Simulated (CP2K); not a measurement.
The system is Cl.

```
CELL_PARAMETERS angstrom
3.86698 0.00000 0.00000
1.24866 3.65983 0.00000
0.00000 0.00000 8.21000
ATOMIC_POSITIONS crystal
Cl 0.37000 0.63000 0.40000
Cl 0.13000 0.87000 0.90000
Cl 0.63000 0.37000 0.60000
Cl 0.87000 0.13000 0.10000
```

```yaml
Program: CP2K 2026.2
Task: relaxation of cell and atoms
Functional: PBEsol
Potentials_or_basis: POTENTIAL_UZH Cl GTH-PBE-q7; TZVP-MOLOPT-PBE-GTH basis
Density_cutoff: 6123 eV
k_mesh: 6 × 6 × 3
Occupations: fermi-dirac, width 0.05 eV
Spin: no spin polarisation
```

At the start: pressure -0.3 GPa; volume 29.05 Å³/atom.

How do energy, volume and symmetry change on relaxing?

Over 34 steps the energy falls by 26.6 meV/atom and the volume is 25.94 Å³/atom (-10.7 %); space group Cmce (No. 64, to 0.05 Å).

Step by step:
| step | energy change (eV) | largest force (eV/Å) | volume (Å³) |
| --- | --- | --- | --- |
| 1 | 0.0000 | 0.2042 | 116.19 |
| 2 | -0.0017 | 0.1550 | 116.15 |
| 3 | -0.0058 | 0.1247 | 115.85 |
| 4 | -0.0078 | 0.1684 | 115.58 |
| 5 | -0.0170 | 0.3276 | 114.07 |
| 6 | -0.0281 | 0.4424 | 111.77 |
| 7 | -0.0417 | 0.4422 | 109.12 |
| 8 | -0.0577 | 0.2427 | 106.96 |
| 9 | -0.0627 | 0.0730 | 106.60 |
| 10 | -0.0630 | 0.0643 | 106.46 |
| 11 | -0.0651 | 0.0862 | 105.71 |
| 12 | -0.0695 | 0.1556 | 104.31 |
| 13 | -0.0791 | 0.2320 | 101.49 |
| 14 | -0.0880 | 0.2105 | 99.02 |
| 15 | -0.0917 | 0.1199 | 98.95 |
| 16 | -0.0933 | 0.0087 | 99.06 |
| 17 | -0.0935 | 0.0208 | 99.06 |
| 18 | -0.0938 | 0.0223 | 99.13 |
| 19 | -0.0972 | 0.0419 | 99.95 |
| 20 | -0.1013 | 0.0511 | 101.14 |
| 21 | -0.1051 | 0.0334 | 102.59 |
| 22 | -0.1060 | 0.0102 | 103.33 |
| 23 | -0.1060 | 0.0025 | 103.40 |
| 24 | -0.1060 | 0.0012 | 103.36 |
| 25 | -0.1060 | 0.0009 | 103.32 |
| 26 | -0.1060 | 0.0013 | 103.27 |
| 27 | -0.1061 | 0.0024 | 103.20 |
| 28 | -0.1061 | 0.0043 | 103.11 |
| 29 | -0.1062 | 0.0064 | 103.05 |
| 30 | -0.1064 | 0.0072 | 103.13 |
| 31 | -0.1065 | 0.0050 | 103.41 |
| 32 | -0.1066 | 0.0021 | 103.68 |
| 33 | -0.1066 | 0.0010 | 103.77 |
| 34 | -0.1065 | 0.0010 | 103.77 |

Final structure:
```
Cl
1.0
     3.84611    0.00000    0.00000
     1.86042    3.39630    0.00000
     0.00000    0.00000    7.94415
Cl
4
Cartesian
  2.5943 2.1412 3.0830
  2.1194 2.9533 7.0551
  3.1123 1.2551 4.8611
  3.5871 0.4430 0.8891
```

Caveat: the potentials were made for another functional, which shifts forces and pressure; the volume moved by -11 % from the deposited cell, more than functionals usually miss; the basis of atomic orbitals isn't converged, which shifts pressures, moduli and gaps.
